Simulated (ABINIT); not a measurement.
# BN (F-43m) in ABINIT: a series of runs

One crystal, BN, is run at these levels: PBEsol, LDA; tasks: single point.

Everything below comes from runs of ABINIT 10.8.3 (patched build). Logs are shortened: lines on timing, memory, paths and dates and some standing lists are left out, and cuts for length are marked. The log counts tension as positive stress, the text compression.

**What was measured.**

A printed reference work, monograph reports, for a bulk crystal of BN at 300 K: band gap 6.4 eV (indirect).

The results are compared with them further down.

## 1. Starting point

It takes space group F-43m (No. 216, cubic). The conventional cell has a = 3.626 Å, b = 3.626 Å, c = 3.626 Å, α = 90.00°, β = 90.00°, γ = 90.00°. N (site symmetry -43m) has 4 B at 1.57 Å as nearest neighbours. Around B (site symmetry -43m) lie 4 N at 1.57 Å.

The cell is a database's computed one.

## 2. Single point, PBEsol

run.abi reads:

```
# Pseudopotentials
pp_dirpath "./"
pseudos "N.GGA_PBE-JTH.xml, B.GGA_PBE-JTH.xml"

# Structure
acell 4.8452022309 4.8452022309 4.8452022309
rprim
     0.0000000000     0.7071067812     0.7071067812
     0.7071067812     0.0000000000     0.7071067812
     0.7071067812     0.7071067812     0.0000000000
ntypat 2
znucl 7 5
natom 2
typat 1 2
xred
     0.2500000000     0.2500000000     0.2500000000
     0.0000000000     0.0000000000     0.0000000000

# Plane-wave basis
ecut 26.0
pawecutdg 48.0

# k points
kptopt 1
ngkpt 10 10 10
nshiftk 1
shiftk 0.0 0.0 0.0

# Exchange and correlation
ixc -116133

# Bands and occupations
nband 8
occopt 3
tsmear 0.05 eV

# SCF cycle
nstep 100
tolvrs 1.0e-9

# Output
iomode 3
prtwf 0
prteig 0
prtebands 0
enunit 1
prtden 1
prtvha 1
prtvclmb 1
prtpot 1
```

Potentials or basis: JTH PAW PBE v2.0.

The run is started by

```
> abinit run.abi > log 2>&1
```

run.abo:

```text
.Version 10.8.3 of ABINIT
 Symmetries : space group F-4 3 m (#216); Bravais cF (face-center cubic)
================================================================================
 Values of the parameters that define the memory need of the present run
     intxc =       0    ionmov =       0      iscf =      17    lmnmax =       8
     lnmax =       4     mgfft =      24  mpssoang =       2    mqgrid =    3001
     natom =       2  nloc_mem =       2    nspden =       1   nspinor =       1
    nsppol =       1      nsym =      24    n1xccc =       1    ntypat =       2
    occopt =       3   xclevel =       2
       mpw =         532          nfft =       13824          nkpt =          47
 PAW method is used; the additional fine FFT grid is defined by:
   mgfftf=        32    nfftf =     32768
================================================================================
================================================================================

--------------------------------------------------------------------------------
------------- Echo of variables that govern the present computation ------------
--------------------------------------------------------------------------------
 -outvars: echo values of preprocessed input variables --------
            acell      4.8452022309E+00  4.8452022309E+00  4.8452022309E+00 Bohr
              amu      1.40067400E+01  1.08110000E+01
             ecut      2.60000000E+01 Hartree
           enunit           1
              ixc     -116133
         kptrlatt       10    0    0      0   10    0      0    0   10
          kptrlen      4.84520223E+01
            natom           2
            nband           8
            ngfft          24      24      24
          ngfftdg          32      32      32
             nkpt          47
            nstep         100
             nsym          24
           ntypat           2
           occopt           3
        pawecutdg      4.80000000E+01 Hartree
         pawxcdev           0
        prtebands           0
           prteig           0
           prtpot           1
         prtvclmb           1
           prtvha           1
            prtwf           0
            rprim      0.0000000000E+00  7.0710678120E-01  7.0710678120E-01
                       7.0710678120E-01  0.0000000000E+00  7.0710678120E-01
                       7.0710678120E-01  7.0710678120E-01  0.0000000000E+00
          spgroup         216
           tolvrs      1.00000000E-09
           tsmear      1.83746611E-03 Hartree
            typat      1  2
           useylm           1
           xangst      9.0650049941E-01  9.0650049941E-01  9.0650049941E-01
                       0.0000000000E+00  0.0000000000E+00  0.0000000000E+00
            xcart      1.7130376769E+00  1.7130376769E+00  1.7130376769E+00
                       0.0000000000E+00  0.0000000000E+00  0.0000000000E+00
[... 120 lines left out ...]

 Mean square residual over all n,k,spin=   37.421E-12; max=  12.702E-09
 reduced coordinates (array xred) for    2 atoms
       0.250000000000      0.250000000000      0.250000000000
       0.000000000000      0.000000000000      0.000000000000
 rms dE/dt=  2.3800E-29; max dE/dt=  3.3658E-29; dE/dt below (all hartree)
    1       0.000000000000      0.000000000000      0.000000000000
    2      -0.000000000000     -0.000000000000      0.000000000000

 cartesian coordinates (angstrom) at end:
    1      0.90650049940675     0.90650049940675     0.90650049940675
    2      0.00000000000000     0.00000000000000     0.00000000000000

 cartesian forces (hartree/bohr) at end:
    1      0.00000000000000     0.00000000000000    -0.00000000000000
    2     -0.00000000000000    -0.00000000000000     0.00000000000000
 frms,max,avg= 4.7029240E-30 7.3680659E-30   0.000E+00  0.000E+00  0.000E+00 h/b

 cartesian forces (eV/Angstrom) at end:
    1      0.00000000000000     0.00000000000000    -0.00000000000000
    2     -0.00000000000000    -0.00000000000000     0.00000000000000
 frms,max,avg= 2.4183408E-28 3.7888118E-28   0.000E+00  0.000E+00  0.000E+00 e/A
 length scales=  4.845202230900  4.845202230900  4.845202230900 bohr
              =  2.563970601069  2.563970601069  2.563970601069 angstroms
 Fermi (or HOMO) energy (eV) =   9.86127   Average Vxc (eV)= -12.96187
 Eigenvalues (   eV  ) for nkpt=  47  k points:
 kpt#   1, nband=  8, wtk=  0.00100, kpt=  0.0000  0.0000  0.0000 (reduced coord)
 -11.64462    8.51771    8.51771    8.51771   17.21843   17.21843   17.21843   18.62187
 prteigrs : prtvol=0 or 1, do not print more k-points.

--- !EnergyTerms
iteration_state     : {dtset: 1, }
comment             : Components of total free energy in Hartree
kinetic             :  7.89965398343628E+00
hartree             :  1.79347203593877E+00
xc                  : -3.87137572792277E+00
Ewald energy        : -1.31304314004290E+01
psp_core            :  7.24944099957389E-01
local_psp           : -7.74238629456919E+00
PAW spherical_terms :  1.38231537719912E+00
internal            : -1.29438079263894E+01
'-kT*entropy'       :  1.68656080407526E-18
total_energy        : -1.29438079263894E+01
total_energy_eV     : -3.52218956978773E+02
...

--- !EnergyTermsDC
iteration_state     : {dtset: 1, }
comment             : '"Double-counting" decomposition of free energy'
band_energy         :  1.93488194029953E-01
Ewald energy        : -1.31304314004290E+01
psp_core            :  7.24944099957389E-01
xc_dc               : -9.82233391760897E-01
PAW spherical_terms :  2.50426292884152E-01
internal            : -1.29438062053184E+01
'-kT*entropy'       :  1.68656080407526E-18
total_energy_dc     : -1.29438062053184E+01
total_energy_dc_eV  : -3.52218910146045E+02
...

--- !EnergyTermsWithPAWCore
iteration_state     : {dtset: 1, }
comment             : 'Components of total free energy, including PAW core contributions'
Total energy        : -7.93868617443853E+01
Total energy DC     : -7.93868600233143E+01
Total energy (eV)   : -2.16022655778276E+03
Total energy DC (eV): -2.16022651095003E+03
...

 Cartesian components of stress tensor (hartree/bohr^3)
  sigma(1 1)=  2.06007525E-04  sigma(3 2)=  0.00000000E+00
  sigma(2 2)=  2.06007525E-04  sigma(3 1)=  0.00000000E+00
  sigma(3 3)=  2.06007525E-04  sigma(2 1)=  0.00000000E+00

-Cartesian components of stress tensor (GPa)         [Pressure= -6.0610E+00 GPa]
- sigma(1 1)=  6.06095063E+00  sigma(3 2)=  0.00000000E+00
- sigma(2 2)=  6.06095063E+00  sigma(3 1)=  0.00000000E+00
- sigma(3 3)=  6.06095063E+00  sigma(2 1)=  0.00000000E+00

== END DATASET(S) ==============================================================
================================================================================

 -outvars: echo values of variables after computation  --------
            acell      4.8452022309E+00  4.8452022309E+00  4.8452022309E+00 Bohr
           etotal     -1.2943806205E+01
            fcart      2.4560219649E-30  2.4560219649E-30 -7.3680658948E-30
                      -2.4560219649E-30 -2.4560219649E-30  7.3680658948E-30
            rprim      0.0000000000E+00  7.0710678120E-01  7.0710678120E-01
                       7.0710678120E-01  0.0000000000E+00  7.0710678120E-01
                       7.0710678120E-01  7.0710678120E-01  0.0000000000E+00
           strten      2.0600752462E-04  2.0600752462E-04  2.0600752462E-04
                       0.0000000000E+00  0.0000000000E+00  0.0000000000E+00
           xangst      9.0650049941E-01  9.0650049941E-01  9.0650049941E-01
                       0.0000000000E+00  0.0000000000E+00  0.0000000000E+00
             xred      2.5000000000E-01  2.5000000000E-01  2.5000000000E-01
                       0.0000000000E+00  0.0000000000E+00  0.0000000000E+00
 Calculation completed.
```

Wall time 10 s (1 thread of Arm Neoverse V1, shared host); peak memory 0.11 GiB.

Results:

* Free energy: -352.2189 eV
* Pressure: -6.1 GPa
* Band gap on the k mesh: 4.26 eV, indirect (least direct gap 8.70 eV)
* Valence electrons inside the program's atomic spheres: N 2.70; B 2.04

Caveat: the PAW data sets were made with another functional, which shifts forces and pressure a little.

## 3. Single point, LDA

run.abi reads:

```
pp_dirpath "./"
pseudos "N.LDA_PW-JTH.xml, B.LDA_PW-JTH.xml"

acell 4.8452022309 4.8452022309 4.8452022309
rprim
     0.0000000000     0.7071067812     0.7071067812
     0.7071067812     0.0000000000     0.7071067812
     0.7071067812     0.7071067812     0.0000000000
ntypat 2
znucl 7 5
natom 2
typat 1 2
xred
     0.2500000000     0.2500000000     0.2500000000
     0.0000000000     0.0000000000     0.0000000000

ecut 25.0
pawecutdg 47.0

kptopt 1
ngkpt 17 17 17
nshiftk 1
shiftk 0.0 0.0 0.0

ixc 7

nband 8
occopt 3
tsmear 0.05 eV

nstep 100
tolvrs 1.0e-9

iomode 3
prtwf 0
prtden 0
prteig 0
prtebands 0
```

Potentials or basis: JTH PAW LDA v2.0.

The run is started by

```
> abinit run.abi > log 2>&1
```

It took 16 s on 1 thread of Arm Neoverse V1, shared host; peak memory 0.11 GiB.

It converged, with:

| Property | Result |
| --- | --- |
| Free energy | -354.1659 eV |
| Band gap on the k mesh | 4.38 eV, indirect (least direct gap 8.63 eV) |
| Valence electrons inside the program's atomic spheres | N 2.67; B 2.06 |

Levels at points of the mesh, in eV from the valence-band top:
```
           k point  band 1  band 2  band 3  band 4  band 5  band 6  band 7  band 8
(0.00, 0.00, 0.00)  -19.98    0.00    0.00    0.00    8.63    8.63    8.63   10.27
```

Caveat: the cutoff is too short for stress, so the log's stress isn't used; an odd mesh through Γ misses points on the zone boundary, where band edges often lie.

## 4. How close it comes

Step 2. A measured gap of BN is 6.4 eV (indirect; 300 K; a printed reference work, monograph); the calculated 4.26 eV misses it by -2.14 eV. The value is that of PBEsol on a finite k mesh, which can miss the band edges, without temperature or zero-point motion. Semilocal functionals fall short of measured gaps as a rule. The cell is a database's relaxed one, not the measured one, which moves gaps too.

Step 3. The gap isn't set beside the measured one, since this odd mesh misses points on the zone boundary.
